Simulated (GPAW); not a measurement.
# Pb (Fm-3m) in GPAW: notebook

The runs below take Pb through equation of state, band structure, with BLYP+D4, PBE, OLYP.

Everything below comes from runs of GPAW 26.7.0. Logs are shortened: lines on timing, memory, paths and dates and some standing lists are left out, and cuts for length are marked. The log counts tension as positive stress, the text compression.

### 1 The structure

Symmetry: Fm-3m, No. 225, cubic system. The conventional cell has a = 4.950 Å, b = 4.950 Å, c = 4.950 Å, α = 90.00°, β = 90.00°, γ = 90.00°. Pb (site symmetry m-3m) has 12 Pb at 3.50 Å as nearest neighbours.

### 2 Equation of state, BLYP+D4

run.py reads:

```python
from ase.calculators.mixing import SumCalculator
from ase.eos import EquationOfState
from ase.io import Trajectory, read
from ase.units import GPa
from dftd4.ase import DFTD4
from gpaw import GPAW, PW, setup_paths

setup_paths.insert(0, '.')

atoms = read('Pb.cif')

traj = Trajectory('eos.traj', 'w')
volumes, energies = [], []
for x in [0.94, 0.96, 0.98, 1.0, 1.02, 1.04, 1.06]:
    a = atoms.copy()
    a.set_cell(atoms.cell * x**(1 / 3), scale_atoms=True)
    calc = GPAW(mode=PW(600),
                xc='BLYP',
                kpts={'size': (9, 9, 9), 'gamma': True},
                occupations={'name': 'fermi-dirac', 'width': 0.05},
                nbands=14,
                convergence={'density': 1e-05, 'energy': 1e-05},
                eigensolver='davidson',
                maxiter=150,
                txt=f'eos-{x:.2f}.txt')
    a.calc = SumCalculator([calc, DFTD4(method='blyp')])
    energies.append(a.get_potential_energy())
    volumes.append(a.get_volume())
    p = -a.get_stress()[:3].mean() / GPa
    calc.write(f'eos-{x:.2f}.gpw')
    traj.write(a)
    print(f'{x:.2f} {volumes[-1]:10.4f} A^3 {energies[-1]:14.6f} eV {p:9.3f} GPa', flush=True)

v0, e0, B = EquationOfState(volumes, energies, eos='birchmurnaghan').fit()
print(f'V0 = {v0:.4f} A^3, E0 = {e0:.6f} eV, B0 = {B / GPa:.2f} GPa')
```

Pb.cif reads:

```cif
data_Pb
_cell_length_a 3.50020685
_cell_length_b 3.50020685
_cell_length_c 3.50020685
_cell_angle_alpha 60.00000000
_cell_angle_beta 60.00000000
_cell_angle_gamma 60.00000000
_space_group_name_H-M_alt 'P1'
_space_group_name_Hall 'P 1'
_space_group_IT_number 1
loop_
_space_group_symop_operation_xyz
'x,y,z'
loop_
_atom_site_label
_atom_site_type_symbol
_atom_site_symmetry_multiplicity
_atom_site_Wyckoff_symbol
_atom_site_fract_x
_atom_site_fract_y
_atom_site_fract_z
_atom_site_occupancy
Pb1 Pb 1 a 0.0000000000 0.0000000000 0.0000000000 1
```

Potentials or basis: PAW data sets generated in the run's folder for this functional, pw.

Started as:

```console
> gpaw-setup -f BLYP Pb
> OMP_NUM_THREADS=1 python run.py
```

Output:

```text
__  _  _
 | _ |_)|_||  |
 |__||  | ||/\| - 26.7.0

Input parameters:
  mode=PW(ecut=600.0),
  convergence={'density': 1e-05, 'energy': 1e-05},
  eigensolver=Davidson(niter=2),
  kpts=MonkhorstPack(size=(9, 9, 9), gamma=True),
  maxiter=150,
  nbands=14,
  occupations=Occupations(name='fermi-dirac', width=0.05),
  xc=XC(name='BLYP')

Diagonalizing LCAO Hamiltonian
Converting LCAO to pw mode

       Pb

Atoms  # Å, Bohr magnetons
|   | symbol |        x |        y |        z |    initial magnetic moments |
|---|--------|----------|----------|----------|-----------------------------|
| 0 |     Pb | 0.000000 | 0.000000 | 0.000000 | ( 0.0000,  0.0000,  0.0000) |

Unit cell  # Å
| periodic |        x |        y |        z |  lengths |    angles |
|----------|----------|----------|----------|----------|-----------|
|      yes | 3.428754 | 0.000000 | 0.000000 | 3.428754 | 60.000000 |
|      yes | 1.714377 | 2.969388 | 0.000000 | 3.428754 | 60.000000 |
|      yes | 1.714377 | 0.989796 | 2.799566 | 3.428754 | 60.000000 |

Number of symmetries: 48
Symmetry operations  # r_c * U_cc + t_c -> r_c
|    | kind |            matrix            |
|----|------|------------------------------|
|  0 |  σ   |  1, 0, 0,  1, 0,-1,  1,-1, 0 |
|  1 |  C2  |  1, 0, 0,  1,-1, 0,  1, 0,-1 |
|  2 |  E   |  1, 0, 0,  0, 1, 0,  0, 0, 1 |
|  3 |  σ   |  1, 0, 0,  0, 0, 1,  0, 1, 0 |
|  4 |  C4  |  1, 0,-1,  1, 0, 0,  1,-1, 0 |
|  5 |  S6  |  1, 0,-1,  1,-1, 0,  1, 0, 0 |
|  6 |  σ   |  1, 0,-1,  0, 1,-1,  0, 0,-1 |
|  7 |  C3  |  1, 0,-1,  0, 0,-1,  0, 1,-1 |
|  8 |  S6  |  1,-1, 0,  1, 0, 0,  1, 0,-1 |
|  9 |  C4  |  1,-1, 0,  1, 0,-1,  1, 0, 0 |
| 10 |  C3  |  1,-1, 0,  0,-1, 1,  0,-1, 0 |
| 11 |  σ   |  1,-1, 0,  0,-1, 0,  0,-1, 1 |
| 12 |  σ   |  0, 1, 0,  1, 0, 0,  0, 0, 1 |
| 13 |  C4  |  0, 1, 0,  0, 1,-1, -1, 1, 0 |
| 14 |  C3  |  0, 1, 0,  0, 0, 1,  1, 0, 0 |
| 15 |  S6  |  0, 1, 0, -1, 1, 0,  0, 1,-1 |
| 16 |  C2  |  0, 1,-1,  1, 0,-1,  0, 0,-1 |
| 17 |  σ   |  0, 1,-1,  0, 1, 0, -1, 1, 0 |
| 18 |  S4  |  0, 1,-1,  0, 0,-1,  1, 0,-1 |
| 19 |  C4  |  0, 1,-1, -1, 1, 0,  0, 1, 0 |
| 20 |  C3  |  0, 0, 1,  1, 0, 0,  0, 1, 0 |
| 21 |  σ   |  0, 0, 1,  0, 1, 0,  1, 0, 0 |
| 22 |  S6  |  0, 0, 1,  0,-1, 1, -1, 0, 1 |
| 23 |  C4  |  0, 0, 1, -1, 0, 1,  0,-1, 1 |
| 24 |  S4  |  0, 0,-1,  1, 0,-1,  0, 1,-1 |
| 25 |  C3  |  0, 0,-1,  0, 1,-1,  1, 0,-1 |
| 26 |  C2  |  0, 0,-1,  0,-1, 0, -1, 0, 0 |
| 27 |  S6  |  0, 0,-1, -1, 0, 0,  0,-1, 0 |
| 28 |  S4  |  0,-1, 1,  1,-1, 0,  0,-1, 0 |
| 29 |  C4  |  0,-1, 1,  0, 0, 1, -1, 0, 1 |
| 30 |  C2  |  0,-1, 1,  0,-1, 0,  1,-1, 0 |
| 31 |  σ   |  0,-1, 1, -1, 0, 1,  0, 0, 1 |
| 32 |  C3  |  0,-1, 0,  1,-1, 0,  0,-1, 1 |
| 33 |  S6  |  0,-1, 0,  0, 0,-1, -1, 0, 0 |
| 34 |  S4  |  0,-1, 0,  0,-1, 1,  1,-1, 0 |
| 35 |  C2  |  0,-1, 0, -1, 0, 0,  0, 0,-1 |
| 36 |  C2  | -1, 1, 0,  0, 1, 0,  0, 1,-1 |
| 37 |  S6  | -1, 1, 0,  0, 1,-1,  0, 1, 0 |
| 38 |  S4  | -1, 1, 0, -1, 0, 1, -1, 0, 0 |
| 39 |  C3  | -1, 1, 0, -1, 0, 0, -1, 0, 1 |
| 40 |  S6  | -1, 0, 1,  0, 0, 1,  0,-1, 1 |
| 41 |  C2  | -1, 0, 1,  0,-1, 1,  0, 0, 1 |
| 42 |  C3  | -1, 0, 1, -1, 1, 0, -1, 0, 0 |
| 43 |  S4  | -1, 0, 1, -1, 0, 0, -1, 1, 0 |
| 44 |  C2  | -1, 0, 0,  0, 0,-1,  0,-1, 0 |
| 45 |  i   | -1, 0, 0,  0,-1, 0,  0, 0,-1 |
| 46 |  σ   | -1, 0, 0, -1, 1, 0, -1, 0, 1 |
| 47 |  C2  | -1, 0, 0, -1, 0, 1, -1, 1, 0 |

BZ-sampling:
  Number of BZ points: 729
  Number of IBZ points: 35

  Monkhorst-Pack size: [9, 9, 9]
  Monkhorst-Pack shift: [0, 0, 0]

K-points  # in reciprocal-cell coordinates
|     |                                coordinates |     weight |
|-----|--------------------------------------------|------------|
|   0 | (  0.00000000,   0.00000000,   0.00000000) | 0.00137174 |
|   1 | (  0.11111111,   0.11111111,   0.00000000) | 0.00823045 |
|   2 | (  0.11111111,   0.11111111,   0.11111111) | 0.01097394 |
|   3 | (  0.22222222,   0.11111111,   0.11111111) | 0.01646091 |
|   4 | (  0.22222222,   0.22222222,   0.00000000) | 0.00823045 |
|   5 | (  0.22222222,   0.22222222,   0.11111111) | 0.03292181 |
|   6 | (  0.22222222,   0.22222222,   0.22222222) | 0.01097394 |
|   7 | (  0.33333333,   0.22222222,   0.11111111) | 0.03292181 |
|   8 | (  0.33333333,   0.22222222,   0.22222222) | 0.03292181 |
|   9 | (  0.33333333,   0.33333333,  -0.33333333) | 0.01646091 |
| ... |                                            |            |
|  34 | (  0.44444444,   0.44444444,   0.44444444) | 0.01097394 |

Plane wave coefficients: 963
Cutoff: 600.0 eV

Spin-components: 1 (collinear spins)
Bands:           14
Projectors:      6
Spin-degeneracy: 2
Datatype:        complex128

Parallelization:
  kpt:    1
  domain: 1
  band:   1

Density:
  Valence electrons: 14.0
  Components: 1
  Grid points: [20 20 20]
  Charge: 0.0  # |e|

Potential:
  Grid points: [20 20 20]

species:
  Pb:
    name:    Lead
    Z:       82.0
    valence: 14
    core:    68
    charge:  0.0  # [|e|]
    compensation charges:
      type: gauss
      rc: 0.38  # [Å]
      lmax: 2
    cutoffs:
      filter: 2.36  # [Å]
      core: 2.43  # [Å]
    projectors
    | kind |    occ | energy [eV] | rcut [Å] |
    |------|--------|-------------|----------|
    |   6s |  2.000 |     -11.882 |    1.259 |
    |   6p |  2.000 |      -3.433 |    1.275 |
    |   5d | 10.000 |     -20.985 |    1.217 |
    |    s |        |      15.329 |    1.259 |
    |    p |        |      23.778 |    1.275 |
    |    d |        |       6.227 |    1.217 |

    Using partial waves for Pb as LCAO basis

Reference energy: -567303.352996  # eV

eigensolver:
  Davidson
  Converge bands: occupied
  niter=2

density mixing:
  MSR1-Mixer
  Pratt-step length: 0.05
  Maximum mixing coefficient: 0.75
  Old densities: 10
  SVD Regularization: 0.005
  Good broyden scale: 1.0
  Trust region scale: 1.0
  Backstep threshold: 4.0
  History deletion threshold: 6.0
  Fourier metric: weight=20.0, sigma=0.015

occupation numbers:
  Fermi-Dirac:
    width: 0.0500  # eV

poisson solver:
  ecut: 4800.0  # eV

xc functional:
  name: BLYP with 2 nearest neighbor stencil

convergence criteria:
- Maximum integral of absolute [dens]ity change: 1e-05 electrons / valence electron
- Maximum [total energy] change in last 3 cyles: 1e-05 eV / valence electron
- Maximum integral of absolute [eigenst]ate change: 4e-08 eV^2 / valence electron
maximum number of iterations: 150

SCF iterations
|iter     | |      energy | eigst |  dens |
|---------|-|-------------|-------|-------|
|iter:   1| |   -2.983136 | -0.13 |       |
|iter:   2| |   -2.986010 | -1.80 | -1.89 |
|iter:   3| |   -2.980254 | -2.27 | -1.91 |
|iter:   4| |   -2.978427 | -3.81 | -2.38 |
|iter:   5| |   -2.978490 | -4.10 | -2.70 |
|iter:   6| |   -2.978493c| -5.00 | -3.83 |
|iter:   7| |   -2.978495c| -5.74 | -4.16 |
|iter:   8| |   -2.978495c| -6.71 | -4.55 |
|iter:   9| |   -2.978495c| -6.83 | -5.17c|
|iter:  10| |   -2.978495c| -8.53c| -5.35c|

Converged in 10 steps
Energy contributions relative to reference atoms: (reference = -567303.352996)

Energy contributions:
  Kinetic:          13.230291
  Coulomb:         -12.501291
  Zero:              0.123621
  External:          0.000000
  Xc:               -3.829495
  Entropy:          -0.003240
  Spinorbit:         0.000000
  ----------------------------
  Free energy:      -2.980115
  Extrapolated:     -2.978495

dipole moment: (-29.142820, -16.825615, -11.897506)  # |e|*Ang

Fermi level: 8.670
Eigenvalues  # (at kpt = [0.000, 0.000, 0.000])
| band index |      eig [eV] | occ [0-2] |
|------------|---------------|-----------|
|          0 |        -8.326 |     2.000 |
|          1 |        -8.326 |     2.000 |
|          2 |        -8.326 |     2.000 |
|          3 |        -8.156 |     2.000 |
|          4 |        -8.156 |     2.000 |
|          5 |        -3.356 |     2.000 |
|          6 |        16.524 |     0.000 |
|          7 |        16.524 |     0.000 |
|          8 |        16.524 |     0.000 |
|          9 |        19.009 |     0.000 |
|         10 |        21.449 |     0.000 |
|         11 |        21.912 |     0.000 |
|         12 |        21.912 |     0.000 |
|         13 |        24.027 |     0.000 |

No gap
No difference between direct/indirect transitions

Stress tensor  # eV/Ang^3
|         x |         y |         z |
|-----------|-----------|-----------|
| -0.060881 |  0.000000 |  0.000000 |
|  0.000000 | -0.060881 | -0.000000 |
|  0.000000 |  0.000000 | -0.060881 |

# Writing to eos-0.94.gpw (mode='')
```

Wall time 47 s (1 thread of Arm Neoverse V2, shared host); peak memory 0.23 GiB.

Results:

- Equilibrium volume: 31.41 Å³/atom
- Bulk modulus: 40 GPa
- Pressure derivative of the bulk modulus: 5.4 (rough: it moves with the points fitted)

Energy against volume, from the lowest point:
```csv
volume (Å³/atom),energy (meV/atom)
28.503,41.62
29.110,24.92
29.716,12.96
30.323,5.15
30.929,1.08
31.535,0.00
32.142,2.12
```

Spin-orbit coupling is left out, which matters for the levels of Pb.

(Part 1 of 2 ends here.)
